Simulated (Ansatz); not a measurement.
# ZnSnP2: the cell at several levels of theory

Aim: relax ZnSnP2 in the database structure with PBE and r2SCAN and see how far the functionals disagree on the cell.

The runs shown are made with Ansatz 0.2.0. PAW datasets, plane waves, zero pressure. Calculated at 0 K for a non-magnetic cell.

### Step 1. The system as given

It is tetragonal, I-42d (No. 122); conventional cell a = 5.648 Å, c = 11.324 Å, 22.57 Å³ an atom. Zn has 4 P at 2.38 Å; Sn has 4 P at 2.52 Å; P has 2 Zn at 2.38 Å and 2 Sn at 2.52 Å.

Coordinates:

```
CELL_PARAMETERS angstrom
-2.82375 2.82375 5.66217
2.82375 -2.82375 5.66217
2.82375 2.82375 -5.66217
ATOMIC_POSITIONS crystal
Zn 0.75000 0.25000 0.50000
Zn 0.00000 0.00000 0.00000
Sn 0.25000 0.75000 0.50000
Sn 0.50000 0.50000 0.00000
P 0.37500 0.35362 0.47862
P 0.64638 0.12500 0.02138
P 0.10362 0.62500 0.97862
P 0.87500 0.89638 0.52138
```

### Step 2. Relaxing with PBE

Contents of input.yaml:

```yaml
crystal:
  lattice:
    - [-2.823750704, 2.823750704, 5.6621699048]
    - [2.823750704, -2.823750704, 5.6621699048]
    - [2.823750704, 2.823750704, -5.6621699048]
  atoms:
    - { symbol: Zn, position: [0.75, 0.25, 0.5] }
    - { symbol: Zn, position: [0.0, 0.0, 0.0] }
    - { symbol: Sn, position: [0.25, 0.75, 0.5] }
    - { symbol: Sn, position: [0.5, 0.5, 0.0] }
    - { symbol: P, position: [0.375, 0.35362308, 0.47862308] }
    - { symbol: P, position: [0.64637692, 0.125, 0.02137692] }
    - { symbol: P, position: [0.10362308, 0.625, 0.97862308] }
    - { symbol: P, position: [0.875, 0.89637692, 0.52137692] }
kpoints:
  mp_grid: { grid: [6, 6, 6] }
hamiltonian:
  xc: pbe
scf:
  occupations: { method: fermi_dirac, width: 0.02 }
relax:
  f_tol: 0.005
  cell: {}
```

Command:

```bash
ansatz run input.yaml --threads 4 --pin off --max-ram 5529MiB --backend cpu --events-out ev --progress --plain --runs-dir out
```

Further steps of the session: Relaxing with r2SCAN.

Q: Predict the outcome of this session. Wanted: for each run, a; c; volume; space group; SCF geometries.

The runs gave:

```
 level  a (Å)   c (Å)  volume (Å³/atom)  space group  SCF geometries
   PBE  5.702  11.434            23.236        I-42d               5
r2SCAN  5.650  11.327            22.603        I-42d               5
```

**Reading.** The first relaxation changed the volume by +2.9 % from the start. r2SCAN gives the smallest cell and PBE the largest; they differ by 2.8 % in volume, a mean of 0.9 % in length.
